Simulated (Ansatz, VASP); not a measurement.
## Two plane-wave programs on MgO

```xyz
4
Lattice="3.4769 0.0000 0.0000 -1.7385 3.0111 0.0000 0.0000 0.0000 5.3206" Properties=species:S:1:pos:R:3 pbc="T T T"
Mg    0.0000    2.0074    0.0195
Mg    1.7385    1.0037    2.6798
O     0.0000    2.0074    2.1333
O     1.7385    1.0037    4.7936
```

Alike in both runs: task single point; functional PBEsol; k mesh 9 × 9 × 6; occupations gaussian, width 0.05 eV; no spin polarisation.

|  | VASP | Ansatz |
| --- | --- | --- |
| version | VASP 6.6.1 | Ansatz 0.2.0 |
| potentials or method | VASP PAW PBE potentials, release 64 (Mg, O) | scalar-relativistic, plane waves, PAW |
| plane-wave cutoff (eV) | 520 | 520 |
| valence electrons in the cell | 16 | 32 |

|  | VASP | Ansatz | Ansatz less VASP |
| --- | --- | --- | --- |
| gap on the k mesh at the Fermi level (eV) | 2.56 | 2.57 | +0.009 |
| least direct gap on the mesh (eV) | 2.56 | 2.57 | +0.009 |
| pressure (GPa) | -14.4 | -13.9 | +0.42 |
| largest component of the traceless stress (GPa) | 0.87 | 0.82 | -0.045 |
| rms of the force components (eV/Å) | 0.081 | 0.080 | -0.0011 |

Atom by atom the forces differ by 0.001 eV/Å (rms over components). The two sets of potentials don't hold the same shells in valence. Ansatz warned: «pseudo_functional_mismatch».

Caveats: the PAW data sets were made with another functional, which shifts forces and pressure a little (VASP); an odd mesh through Γ misses points on the zone boundary, where band edges often lie. Expect the measured gap to be larger: semilocal functionals such as PBEsol lack the derivative discontinuity.
